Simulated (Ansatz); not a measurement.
# TaN/AlN/HfN: conductance against the thickness of the layer, part 7 of 7

Aim: the conductance of TaN/AlN/HfN junctions as the barrier thickens. The lower electrode is TaN rock salt(111), the upper one HfN rock salt(111); the barrier is AlN wurtzite(0001) (whole bilayers). In the first transport cell, after relaxation, the nearest pair of electrode and barrier is Ta–N at 2.08 Å, along the normal, at the lower face and Hf–Al at 3.02 Å, at a slant, at the upper one. All share a net of side 3.128 Å, which strains the lower electrode by +0.1 %, the upper one by -2.4 % and the barrier by -0.1 %, against typed lattice constants near PBE's. The first steps treat the bulk electrodes alone.

Ansatz 0.2.0; PBE DFT, plane waves, PAW files (the session's first sound run).

So far, transmission at the Fermi level (a spin, zone mean): step 5 (the open system: T(E)) 5.2e-4; step 6 (conductance, atomic planes in the barrier 4, gap between the electrodes 7.6 Å) 0.0264; step 7 (conductance on a fine mesh, 38 atoms) 4.7e-4; step 9 (conductance on a fine mesh, atomic planes in the barrier 16, gap between the …) 2.4e-7.

**12. A check of the settings, 38 atoms**

This step: PBE DFT, plane waves, PAW files; ballistic transmission by layer matching between semi-infinite leads; changed: output.transmission.kpoints = null, output.transmission.kmesh = [8, 8, 1] (Ansatz 0.2.0).

System of this step: TaN/AlN/HfN. The cell holds 38 atoms: 8 Ta, 18 N, 4 Al and 8 Hf. Cell: a = 3.128 Å, b = 3.128 Å, c = 63.206 Å, α = 90.0°, β = 90.0°, γ = 120.0°. Regions: left electrode, 15 atoms (8 Ta and 7 N); barrier, 8 atoms (4 N and 4 Al); right electrode, 15 atoms (8 Hf and 7 N). Vacuum lies along c.

The setting was drawn as a possible misstep, on purpose. Where the input is shown as a difference, that is against the step before, not the twin.

input.yaml reads:

```yaml
crystal:
  lattice:
    - [3.128, 0.0, 0.0]
    - [-1.564, 2.708927463, 0.0]
    - [0.0, 0.0, 63.2059793135]
  atoms:
    - { symbol: Ta, position: [0.33333333, 0.66666667, 0.1107490158] }
    - { symbol: "N", position: [0.66666667, 0.33333333, 0.1308652558] }
    - { symbol: Ta, position: [0.0, 0.0, 0.1509814959] }
    - { symbol: "N", position: [0.33333333, 0.66666667, 0.1710977359] }
    - { symbol: Ta, position: [0.66666667, 0.33333333, 0.191213976] }
    - { symbol: "N", position: [0.0, 0.0, 0.211330216] }
    - { symbol: Ta, position: [0.33333333, 0.66666667, 0.2314464561] }
    - { symbol: "N", position: [0.66666667, 0.33333333, 0.2515626961] }
    - { symbol: Ta, position: [0.0, 0.0, 0.2716789362] }
    - { symbol: "N", position: [0.33333333, 0.66666667, 0.2917951762] }
    - { symbol: Ta, position: [0.66666667, 0.33333333, 0.3119114163] }
    - { symbol: "N", position: [0.0, 0.0, 0.3320276563] }
    - { symbol: Ta, position: [0.33333333, 0.66666667, 0.3521438964] }
    - { symbol: "N", position: [0.66666667, 0.33333333, 0.3722601364] }
    - { symbol: Ta, position: [0.0, 0.0, 0.3935940994] }
    - { symbol: "N", position: [0.0, 0.0, 0.4265559252] }
    - { symbol: Al, position: [0.33333333, 0.66666667, 0.4352289986] }
    - { symbol: "N", position: [0.33333333, 0.66666667, 0.4655827059] }
    - { symbol: Al, position: [0.0, 0.0, 0.4749956868] }
    - { symbol: "N", position: [0.0, 0.0, 0.505297043] }
    - { symbol: Al, position: [0.33333333, 0.66666667, 0.5147306659] }
    - { symbol: "N", position: [0.33333333, 0.66666667, 0.5449995932] }
    - { symbol: Al, position: [0.0, 0.0, 0.5548737092] }
    - { symbol: Hf, position: [0.33333333, 0.66666667, 0.5932520164] }
    - { symbol: "N", position: [0.66666667, 0.33333333, 0.612423496] }
    - { symbol: Hf, position: [0.0, 0.0, 0.6337179182] }
    - { symbol: "N", position: [0.33333333, 0.66666667, 0.6550123404] }
    - { symbol: Hf, position: [0.66666667, 0.33333333, 0.6763067625] }
    - { symbol: "N", position: [0.0, 0.0, 0.6976011847] }
    - { symbol: Hf, position: [0.33333333, 0.66666667, 0.7188956069] }
    - { symbol: "N", position: [0.66666667, 0.33333333, 0.740190029] }
    - { symbol: Hf, position: [0.0, 0.0, 0.7614844512] }
    - { symbol: "N", position: [0.33333333, 0.66666667, 0.7827788734] }
    - { symbol: Hf, position: [0.66666667, 0.33333333, 0.8040732955] }
    - { symbol: "N", position: [0.0, 0.0, 0.8253677177] }
    - { symbol: Hf, position: [0.33333333, 0.66666667, 0.8466621399] }
    - { symbol: "N", position: [0.66666667, 0.33333333, 0.8679565621] }
    - { symbol: Hf, position: [0.0, 0.0, 0.8892509842] }
kpoints:
  mp_grid: { grid: [12, 12, 1] }
scf:
  occupations: { method: fermi_dirac, width: 0.1 }
  max_iter: 150
hamiltonian:
  xc: pbe
output:
  transmission:
    kmesh: [8, 8, 1]
    e_range: [-2.5, 2.5]
    de: 0.1
    leads: [[6, 8], [30, 32]]
  dos: { projected: true, e_range: [-6, 5], de: 0.05 }
  write_potential: true
  write_density: true
  volumetric_format: npy
```

Run with:

```sh
$ ansatz run input.yaml --threads 4 --pin off --max-ram 12288MiB --backend cpu --events-out ev --progress --plain --runs-dir out
```

The log of the run:

```text
Error: YAML parse error: error: line 54 column 5: invalid length 3, expected a tuple of size 2
  --> <input>:54:5
   |
52 | output:
53 |   transmission:
54 |     kmesh: [8, 8, 1]
   |     ^ invalid length 3, expected a tuple of size 2
55 |     e_range: [-2.5, 2.5]
56 |     de: 0.1
   |
```

Run time: 0.02 s. Hardware: 4 threads of Arm Neoverse V1, shared host; peak memory 0.022 GiB.

The input was rejected at the start.

The program's message: “Error: YAML parse error: error: line 54 column 5: invalid length 3, expected a tuple of size 2”

The change that led to it: output.transmission.kmesh = [8, 8, 1].

**13. The same cell, other settings, 34 atoms**

This step: PBE DFT, plane waves, PAW files; ballistic transmission by layer matching between semi-infinite leads; changed: output.transmission.e_range = [-80, 80], output.transmission.de = 5 (Ansatz 0.2.0).

System of this step: TaN/AlN/HfN. The cell holds 34 atoms: 8 Ta, 16 N, 2 Al and 8 Hf. Cell: a = 3.128 Å, b = 3.128 Å, c = 58.186 Å, α = 90.0°, β = 90.0°, γ = 120.0°. Regions: left electrode, 15 atoms (8 Ta and 7 N); barrier, 4 atoms (2 N and 2 Al); right electrode, 15 atoms (8 Hf and 7 N). Vacuum lies along c.

This run repeats an earlier one, its twin (the conductance run, 4 atomic planes between the electrodes), with two settings changed (output.transmission.e_range, output.transmission.de; files written aside). The setting was drawn as a possible misstep, on purpose. Where the input is shown as a difference, that is against the step before, not the twin.

input.yaml reads:

```yaml
crystal:
  lattice:
    - [3.128, 0.0, 0.0]
    - [-1.564, 2.708927463, 0.0]
    - [0.0, 0.0, 58.1863571728]
  atoms:
    - { symbol: Ta, position: [0.33333333, 0.66666667, 0.1203031147] }
    - { symbol: "N", position: [0.66666667, 0.33333333, 0.142154743] }
    - { symbol: Ta, position: [0.0, 0.0, 0.1640063714] }
    - { symbol: "N", position: [0.33333333, 0.66666667, 0.1858579998] }
    - { symbol: Ta, position: [0.66666667, 0.33333333, 0.2077096281] }
    - { symbol: "N", position: [0.0, 0.0, 0.2295612565] }
    - { symbol: Ta, position: [0.33333333, 0.66666667, 0.2514128848] }
    - { symbol: "N", position: [0.66666667, 0.33333333, 0.2732645132] }
    - { symbol: Ta, position: [0.0, 0.0, 0.2951161415] }
    - { symbol: "N", position: [0.33333333, 0.66666667, 0.3169677699] }
    - { symbol: Ta, position: [0.66666667, 0.33333333, 0.3388193983] }
    - { symbol: "N", position: [0.0, 0.0, 0.3606710266] }
    - { symbol: Ta, position: [0.33333333, 0.66666667, 0.382522655] }
    - { symbol: "N", position: [0.66666667, 0.33333333, 0.4043742833] }
    - { symbol: Ta, position: [0.0, 0.0, 0.4275486852] }
    - { symbol: "N", position: [0.0, 0.0, 0.4633540626] }
    - { symbol: Al, position: [0.33333333, 0.66666667, 0.4727753449] }
    - { symbol: "N", position: [0.33333333, 0.66666667, 0.5057476066] }
    - { symbol: Al, position: [0.0, 0.0, 0.516473543] }
    - { symbol: Hf, position: [0.33333333, 0.66666667, 0.558162671] }
    - { symbol: "N", position: [0.66666667, 0.33333333, 0.5789880363] }
    - { symbol: Hf, position: [0.0, 0.0, 0.6021194862] }
    - { symbol: "N", position: [0.33333333, 0.66666667, 0.6252509362] }
    - { symbol: Hf, position: [0.66666667, 0.33333333, 0.6483823861] }
    - { symbol: "N", position: [0.0, 0.0, 0.671513836] }
    - { symbol: Hf, position: [0.33333333, 0.66666667, 0.6946452859] }
    - { symbol: "N", position: [0.66666667, 0.33333333, 0.7177767359] }
    - { symbol: Hf, position: [0.0, 0.0, 0.7409081858] }
    - { symbol: "N", position: [0.33333333, 0.66666667, 0.7640396357] }
    - { symbol: Hf, position: [0.66666667, 0.33333333, 0.7871710856] }
    - { symbol: "N", position: [0.0, 0.0, 0.8103025355] }
    - { symbol: Hf, position: [0.33333333, 0.66666667, 0.8334339855] }
    - { symbol: "N", position: [0.66666667, 0.33333333, 0.8565654354] }
    - { symbol: Hf, position: [0.0, 0.0, 0.8796968853] }
kpoints:
  mp_grid: { grid: [12, 12, 1] }
scf:
  occupations: { method: fermi_dirac, width: 0.1 }
  max_iter: 150
hamiltonian:
  xc: pbe
output:
  transmission:
    kmesh: [30, 30]
    e_range: [-80, 80]
    de: 5
    leads: [[6, 8], [26, 28]]
```

The log of the run:

```text
Error: inconsistent input (output.transmission.e_range, basis.ecutwfc): energies over 52 eV from the Fermi level are not served at this cutoff: ask for nearer ones, or raise it
```

The job ended after 0.06 s (4 threads; peak memory 0.087 GiB).

The program refused the input before any cycle.

The program's message: “Error: inconsistent input (output.transmission.e_range, basis.ecutwfc): energies over 52 eV from the Fermi level are not served at this cutoff: ask for nearer ones, or raise it”

The change that led to it: output.transmission.e_range = [-80, 80] and output.transmission.de = 5.

**14. What came out**

| Quantity | Value |
| --- | --- |
| 1/G at 7.6 Å gap | 0.0436 Ω um² |
| 1/G at 22.7 Å gap | 4364 Ω um² |
| decay constant β | 0.76 Å⁻¹ |

What this shows: A fit of ln G against d gives β = 0.76 Å⁻¹, and step by step the slopes are 0.80, 0.70 and 0.79 Å⁻¹. They agree within a fifth, so G falls as one exponential, by a factor of ten every 3.0 Å. At the Fermi level the layers of the barrier in the wide-window run (8 planes) hold from 0.0052 to 0.089 states an eV and atom. A semilocal functional narrows gaps, which tends to make the decay too slow. The program's largest error estimate on these conductances is 34 %, from the leads' potential steps, in the run that gave 1.2e10 S/m². No spin-orbit coupling, phonons, disorder or image charges enter; the interfaces are ordered, one cell wide and lattice-matched by strain. Semilocal gaps are too small, which can bring a band edge of the barrier nearer to the Fermi level than it is.

[Logs are printed without paths, hosts, clocks, repeated set-up lines and the standing remarks that a program may print on its own settings, such as how far it seeks lower states.]

[Hosts, paths, dates, database ids (printed as entryN), source tags and the programs' standing remarks are cut or masked in the printed files.]
